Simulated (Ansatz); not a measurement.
Structure search for SnGe7

Method: DFT PBE, scalar-relativistic, plane waves, PAW in Ansatz 0.2.0. All cells share a 420 eV cutoff and Γ-centred k meshes spaced at most about 0.3 Å⁻¹ (about 0.25 or finer for metals, 2π included). No spin polarisation.

The zero of energy is the elements' standard structures at the same level; no fitted shifts are applied. The references include grey tin.

All energies are static (0 K, no zero-point motion). The comparison covers the computed candidates alone. The k mesh leaves some 4 meV/atom of noise in the energy of each metallic cell. The zero gap of P-4m2 at 25.4 Å³/atom, P-43m, P6_3mc may come from the functional, which often closes small gaps.

Invented guesses were relaxed alike, and ends that match in structure were merged. ΔE counts from the first row. Coordination counts Ge atoms around Sn (those within 1.25 times the shortest such distance or 1.15 times the sum of covalent radii; a plus sign parts nearer from farther groups).

```tsv
#	reached from	type and space group	atoms	Å³/atom	coordination	ΔE (meV/atom)	gap on mesh (eV)
1	a cell proposed by chemical analogy	P-4m2 (No. 115)	8	25.4	Sn 4	0	0.00
2	Si7Ge type (P-43m)	P-43m (No. 215)	8	25.4	Sn 4	2	0.00
3	a cell proposed by chemical analogy	P6_3mc (No. 186)	16	25.3	Sn 4	12	0.00
4	a cell proposed by chemical analogy	P-4m2 (No. 115)	8	20.7	Sn 6+4	194	0.00
```

The first two are tied within the noise. The first: Space group P-4m2 (No. 115), tetragonal, a = 4.155 Å, c = 11.775 Å. Sn has 4 Ge at 2.64 Å; Ge on a site of symmetry 2mm is surrounded by 4 Ge at 2.51–2.52 Å; Ge on a second site of symmetry 2mm has 4 Ge at 2.52 Å; around Ge on a third site of symmetry 2mm lie 2 Ge at 2.51 Å and 2 Sn at 2.64 Å; Ge on a site of symmetry -4m2 has 4 Ge at 2.52 Å. Its energy over the elements is +0.03 eV/atom. The formation energy is too near zero to say whether this cell lies below the elements. An observed structure of this formula, if there is one, may be missing.

```
Sn Ge
1.0
     4.15470    0.00000    0.00000
     0.00000    4.15470    0.00000
     0.00000    0.00000   11.77468
Sn Ge
1 7
Cartesian
  0.0000 0.0000 0.0000
  2.0773 2.0773 8.7309
  0.0000 2.0773 7.3079
  2.0773 2.0773 3.0438
  2.0773 0.0000 4.4667
  2.0773 0.0000 10.1445
  0.0000 2.0773 1.6302
  0.0000 0.0000 5.8873
```

The second: Space group P-43m (No. 215), cubic, a = 5.881 Å. Sn is surrounded by 4 Ge at 2.63 Å; around Ge on a site of symmetry 3m lie 3 Ge at 2.52 Å and 1 Sn at 2.63 Å; Ge on a site of symmetry -42m has 4 Ge at 2.52 Å. Counting Ge atoms around Sn, the first and the second both have Sn 4. Cells relaxed within their symmetry can be saddle points.

```yaml
crystal:
  lattice:
    - [5.88083, 0.00000, 0.00000]
    - [0.00000, 5.88083, 0.00000]
    - [0.00000, 0.00000, 5.88083]
  atoms:
    - { symbol: Sn, position: [0.00000, 0.00000, 0.00000] }
    - { symbol: Ge, position: [0.25826, 0.25826, 0.25826] }
    - { symbol: Ge, position: [0.00000, 0.50000, 0.50000] }
    - { symbol: Ge, position: [0.50000, 0.50000, 0.00000] }
    - { symbol: Ge, position: [0.50000, 0.00000, 0.50000] }
    - { symbol: Ge, position: [0.74174, 0.25826, 0.74174] }
    - { symbol: Ge, position: [0.74174, 0.74174, 0.25826] }
    - { symbol: Ge, position: [0.25826, 0.74174, 0.74174] }
```
